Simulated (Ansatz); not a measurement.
input.yaml

```yaml
crystal:
  lattice:
    - [3.218428917, 0.0, 0.0]
    - [-1.6092144585, 2.7872412024, 0.0]
    - [0.0, 0.0, 5.2430304411]
  atoms:
    - { symbol: Ga, position: [0.3333333333, 0.6666666667, -0.0008683132] }
    - { symbol: Ga, position: [0.6666666667, 0.3333333333, 0.4991316868] }
    - { symbol: "N", position: [0.3333333333, 0.6666666667, 0.3758683132] }
    - { symbol: "N", position: [0.6666666667, 0.3333333333, 0.8758683132] }
basis:
  ecutwfc: 420
kpoints:
  mp_grid: { grid: [6, 6, 4] }
  band_path:
    path:
      - [[0.0, 0.0, 0.0], [0.5, 0.0, 0.0], [0.33333333, 0.33333333, 0.0], [0.0, 0.0, 0.0], [0.0, 0.0, 0.5], [0.5, 0.0, 0.5], [0.33333333, 0.33333333, 0.5], [0.0, 0.0, 0.5]]
      - [[0.5, 0.0, 0.5], [0.5, 0.0, 0.0]]
      - [[0.33333333, 0.33333333, 0.5], [0.33333333, 0.33333333, 0.0]]
    npoints: 4
hamiltonian:
  xc: pbe0
scf:
  occupations: { method: gaussian, width: 0.02 }
output:
  forces: true
  stress: true
  eigenvalues: true
  populations: true
  dos: { projected: true, de: 0.02 }
  bader: false
  write_density: true
  write_potential: true
  elf: true
  volumetric_format: npy
```

Run as
```bash
ansatz run input.yaml --threads 2 --pin off --max-ram 5120MiB --backend cpu --events-out ev --progress --plain --runs-dir out
```

Theory: Ansatz 0.2.0, DFT PBE0, scalar-relativistic, plane waves, PAW.

Part of what the program printed, abridged (iterations and final results):

```
SCF iter   1: F=—  HF=-8335.838627 eV  |F-HF|=—  |Δ(HF+E_count)|=         —  Δρ=8.97e-4  dr2=2.47e-4  ethr=1.77e-3  ⟨swp⟩=2.0  Hψ=3006  notcnv=0
SCF iter   2: F=-8335.839006 eV  HF=-8335.838950 eV  |F-HF|=5.66e-5  |Δ(HF+E_count)|=   3.23e-4  Δρ=4.46e-4  dr2=6.35e-5  ethr=6.87e-7  ⟨swp⟩=4.8  Hψ=1678  notcnv=0  defer=1
SCF 1 stopped early in 2 iterations: F = -8335.839006 eV  dr2 = 6.35e-5
Initial density: handed on by an earlier stage of this run
Initial wavefunctions: those handed on with the density
Functional: x = 0.75 pbe(κ = 0.804, μ = 0.21951497) + 0.25 exact, c = pbe(β = 0.06672455)
Frozen-core exchange: fock
SCF iter   1: F=—  HF=-8336.998672 eV  |F-HF|=—  |Δ(HF+E_count)|=         —  Δρ=1.63e-2  dr2=4.91e-2  ethr=1.77e-6  ⟨swp⟩=7.6  Hψ=2419  notcnv=0
SCF iter   2: F=—  HF=-8336.976564 eV  |F-HF|=—  |Δ(HF+E_count)|=   2.21e-2  Δρ=4.28e-3  dr2=6.58e-3  ethr=1.77e-6  ⟨swp⟩=4.0  Hψ=1770  notcnv=0
SCF iter   3: F=—  HF=-8336.997579 eV  |F-HF|=—  |Δ(HF+E_count)|=   2.10e-2  Δρ=4.41e-3  dr2=3.61e-3  ethr=1.77e-6  ⟨swp⟩=4.1  Hψ=1807  notcnv=0
SCF iter   4: F=—  HF=-8336.996999 eV  |F-HF|=—  |Δ(HF+E_count)|=   5.80e-4  Δρ=1.43e-3  dr2=3.86e-4  ethr=1.77e-6  ⟨swp⟩=3.0  Hψ=1245  notcnv=0
SCF iter   5: F=—  HF=-8336.997483 eV  |F-HF|=—  |Δ(HF+E_count)|=   4.84e-4  Δρ=6.27e-4  dr2=1.26e-4  ethr=9.22e-7  ⟨swp⟩=4.3  Hψ=1108  notcnv=0  defer=7
SCF iter   6: F=—  HF=-8336.997447 eV  |F-HF|=—  |Δ(HF+E_count)|=   3.64e-5  Δρ=1.30e-4  dr2=1.07e-5  ethr=2.42e-8  ⟨swp⟩=2.1  Hψ=2065  notcnv=0
SCF iter   7: F=-8336.997444 eV  HF=-8336.997444 eV  |F-HF|=2.39e-7  |Δ(HF+E_count)|=   2.88e-6  Δρ=2.06e-5  dr2=2.10e-6  ethr=2.42e-8  ⟨swp⟩=3.0  Hψ=959  notcnv=0
SCF 2 stopped early in 7 iterations: F = -8336.997444 eV  dr2 = 2.10e-6
  Residual-converged pass: ⟨swp⟩=3.6  Hψ=1242  notcnv=0  max |occ|·‖R‖ = 6.5e-6 eV (tolerance 6.7e-6 eV) dr2=2.09e-6  dr2_onsite=5.66e-8  max |Δocc| = 0.0e0
hybrid outer 1: dexx = +2.386e-2 eV, tail = 6.74e-5 eV
Frozen-core exchange: fock
SCF iter   1: F=—  HF=-8336.996873 eV  |F-HF|=—  |Δ(HF+E_count)|=         —  Δρ=2.97e-5  dr2=5.04e-7  ethr=9.37e-7  ⟨swp⟩=5.1  Hψ=1076  notcnv=0
SCF iter   2: F=—  HF=-8336.996876 eV  |F-HF|=—  |Δ(HF+E_count)|=   2.75e-6  Δρ=1.16e-5  dr2=5.30e-8  ethr=8.56e-10  ⟨swp⟩=4.8  Hψ=1744  notcnv=0
SCF iter   3: F=—  HF=-8336.996876 eV  |F-HF|=—  |Δ(HF+E_count)|=   1.30e-7  Δρ=6.99e-6  dr2=1.71e-8  ethr=9.08e-11  ⟨swp⟩=4.1  Hψ=1368  notcnv=0  defer=2
SCF iter   4: F=-8336.996876 eV  HF=-8336.996876 eV  |F-HF|=2.37e-9  |Δ(HF+E_count)|=   3.24e-9  Δρ=2.93e-6  dr2=1.34e-9  ethr=4.07e-11  ⟨swp⟩=3.0  Hψ=983  notcnv=0
SCF 3 converged in 4 iterations: F = -8336.996876 eV  dr2 = 1.34e-9
  Residual-converged pass: ⟨swp⟩=3.1  Hψ=1222  notcnv=0  max |occ|·‖R‖ = 5.7e-7 eV (tolerance 6.3e-7 eV) dr2=1.34e-9  dr2_onsite=2.76e-10  max |Δocc| = 0.0e0
hybrid outer 2: dexx = +1.100e-6 eV, tail = 3.68e-8 eV, Δε = 2.68e-3 eV (about 7.61e-5 eV left of the loop's levels), ΔF = 1.05e-3 eV/Å (tail 4.07e-4)
hybrid SCF converged: 2 outer / 11 inner (+2 warm-up), last move |dexx| = 1.10e-6 eV, tail = 3.68e-8 eV
Stability not checked: this state was not tested for a lower state beside it, because the functional holds exact exchange (a hybrid, or Hartree-Fock), whose exchange loop this test does not read (fock_operator; see scf.lower_state_search)
Free energy (F): -8336.996876 eV
Frozen-core exchange: fock
Harris-Foulkes:  -8336.996876 eV  (|F-HF|=2.37e-9)
Internal energy: -8336.996876 eV  (E = F + TS)
E sigma→0 (E₀):  -8336.996876 eV
Fermi energy:    9.886554 eV
--- Per-component energies (eV) ---
  E_band       = -121.049453
  E_kinetic    = 491.192327
  E_local      = -3956.710060  (includes V_loc(G=0)·N_el)
  E_nonlocal   = 950.333358
  E_hartree    = 1823.630193
  E_xc         = -197.602495
  E_vxc        = -205.835534  (∫ρ·V_xc dr)
  E_exx        = -138.721079  (= α·E_x^exact, valence–valence)
  E_paw        = -4166.286690  (= ΣΔE_a)
  E_vpaw       = -769.847912  (= ΣTr[D̂ρ^β])
  E_aug_tail   = 0.000151  (compensation charges beyond the density's cutoff)
  E_ewald      = -3142.912406
  E_core_change = 0.079827  (= ΣΔE_core)
  E_smearing   =  0.000000  (= −TS)
--- Forces (eV/Å), atoms counted from 1 ---
  atom   1  Ga     0.00000000     0.00000000    -0.01729933
  atom   2  Ga     0.00000000     0.00000000    -0.01729933
  atom   3  N      0.00000000     0.00000000     0.01729935
  atom   4  N      0.00000000     0.00000000     0.01729935
--- Stress (GPa, compression-positive) ---
       -6.286160       0.000000       0.000000
        0.000000      -6.286160       0.000000
        0.000000       0.000000      -6.707660
  P = ⅓ Tr σ = -6.4267 GPa (-64.267 kbar)
--- Band table (eV; the first three rows and the last of 21) ---
  k-point 0: bands = ["-9.2144", "-8.7807", "-7.6585", "-7.6432", "-7.6432", "-7.5893", "-7.5893", "-7.4139", "-7.4139", "-7.3335", "-7.3335", "-5.5986", "0.6545", "6.9816", "6.9816", "8.0487", "8.0735", "8.0735", "11.6996", "14.2683", "19.5920", "20.1091"]
  k-point 1: bands = ["-9.0781", "-8.7850", "-7.6393", "-7.6393", "-7.6010", "-7.6010", "-7.5524", "-7.3984", "-7.3984", "-7.3418", "-7.3418", "-6.1685", "1.6981", "6.4922", "7.1330", "7.1330", "7.9041", "7.9041", "12.9484", "14.3823", "19.1421", "19.7607"]
  k-point 2: bands = ["-8.8599", "-8.8599", "-7.6241", "-7.6241", "-7.6241", "-7.6241", "-7.3667", "-7.3667", "-7.3667", "-7.3667", "-7.0715", "-7.0715", "3.9737", "3.9737", "7.5095", "7.5095", "7.5095", "7.5095", "14.2426", "14.2426", "18.7134", "18.7134"]
  k-point 20: bands = ["-8.6861", "-8.6861", "-7.5322", "-7.5322", "-7.5225", "-7.5225", "-7.3990", "-7.3990", "-7.3806", "-7.3806", "-5.0884", "-5.0884", "1.5888", "1.5888", "3.6792", "3.6792", "6.5374", "6.5374", "16.4893", "16.4893", "17.4348", "17.4348"]
--- Löwdin populations: 4 sites ---
  site symbol q [e]
     0     Ga     12.1777
     1     Ga     12.1777
     2      N      5.7812
     3      N      5.7812
  spilling = 0.002282 (of n_electrons = 36.000000)
```

The calculation finished and met its thresholds.

Time: 4.3 min on 2 threads of Intel(R) Xeon(R) Platinum 8375C CPU @ 2.90GHz (Ice Lake), with other jobs on the host, peak memory 1.3 GiB.